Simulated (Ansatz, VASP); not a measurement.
# Se: VASP beside Ansatz

```xyz
2
Lattice="3.7006 0.0000 0.0000 -1.8503 3.2048 0.0000 0.0000 0.0000 3.8558" Properties=species:S:1:pos:R:3 pbc="T T T"
Se    0.0000    2.1366    0.9640
Se    1.8503    1.0683    2.8919
```

The cell was built by a generator and needn't be a form met in nature.

Alike in both runs: functional revPBE; k mesh 12 × 12 × 6; occupations fermi-dirac, width 0.1 eV; no spin polarisation.

Ansatz relaxed the structure, and its values are those at the end. VASP's run is a single point on that final structure, the one shown.

|  | VASP | Ansatz |
| --- | --- | --- |
| version | VASP 6.6.1 | Ansatz 0.2.0 |
| potentials or method | VASP PAW PBE potentials, release 64 (Se) | plane waves (420 eV) with PAW, scalar-relativistic |
| plane-wave cutoff (eV) | 520 | 420 |
| valence electrons in the cell | 12 | 32 |

```csv
,VASP,Ansatz,Ansatz less VASP
pressure (GPa),0.0,0.0,+0.01
```

The functional is the same, so the differences come from potentials, cutoffs and numerics. The two sets of potentials don't hold the same shells in valence.

Caveats: the PAW data sets were made with another functional, which shifts forces and pressure a little (VASP).
